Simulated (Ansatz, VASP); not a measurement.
## AlN in VASP and in Ansatz

The input INCAR:

```
PREC = Accurate
ENCUT = 520
EDIFF = 1E-7
ISMEAR = -1
SIGMA = 0.02
LREAL = False
LASPH = True
NELM = 80
ALGO = Normal
ISIF = 2
LWAVE = False
LCHARG = False
GGA = PE
NBANDS = 11
```

KPOINTS

```
regular mesh
0
Gamma
  10 10 10
```

Contents of POSCAR:

```
AlN
1.0
    0.0000000000      1.9780000000      1.9582200000
    1.9780000000      0.0000000000      1.9582200000
    1.9780000000      1.9780000000      0.0000000000
Al N
1 1
Direct
    0.0000000000      0.0000000000      0.0000000000
    0.5000000000      0.5000000000      0.5000000000
```

Input for Ansatz:

```yaml
crystal:
  lattice:
    - [0.0, 1.978, 1.95822]
    - [1.978, 0.0, 1.95822]
    - [1.978, 1.978, 0.0]
  atoms:
    - { symbol: Al, position: [0.0, 0.0, 0.0] }
    - { symbol: "N", position: [0.5, 0.5, 0.5] }
kpoints:
  mp_grid: { grid: [10, 10, 10] }
  band_path:
    path:
      - [0.0, 0.0, 0.0]
      - [0.0, 0.5, 0.5]
      - [0.25, 0.75, 0.5]
      - [0.0, 0.5, 0.0]
      - [0.0, 0.0, 0.0]
      - [0.5, 0.5, 0.0]
      - [0.3775380063, 0.6224619937, 0.0]
      - [-0.3775380063, 0.3775380063, 0.0]
      - [0.0, 0.0, 0.0]
    npoints: 5
scf:
  occupations: { method: fermi_dirac, width: 0.02 }
hamiltonian:
  xc: pbe
  pseudopotentials: { kind: all_electron, lapw: { basis_error: 0.001 } }
output:
  forces: true
  stress: true
  eigenvalues: true
```

Change from the starting cell: zz strain of -1 %.

Alike in both runs: task single point; functional PBE; k mesh 10 × 10 × 10; occupations fermi-dirac, width 0.02 eV; no spin polarisation.

```csv
,VASP,Ansatz
version,VASP 6.6.1,Ansatz 0.2.0
potentials or method,"VASP PAW PBE potentials, release 64 (Al, N)","all-electron LAPW, scalar-relativistic"
plane-wave cutoff (eV),520,see its input
```

|  | VASP | Ansatz | Ansatz less VASP |
| --- | --- | --- | --- |
| gap on the k mesh at the Fermi level (eV) | 5.07 | 5.07 | 0.000 |
| pressure (GPa) | 28.9 | 29.1 | +0.28 |
| largest component of the traceless stress (GPa) | 2.99 | 2.99 | +0.007 |

Ansatz ran all-electron here, so the differences hold the error of VASP's frozen core and of both bases.

Caveats: so large a pressure means that the cell lies far from this level's equilibrium, or that cutoff or potentials fall short (VASP). A k mesh can miss the band edges.
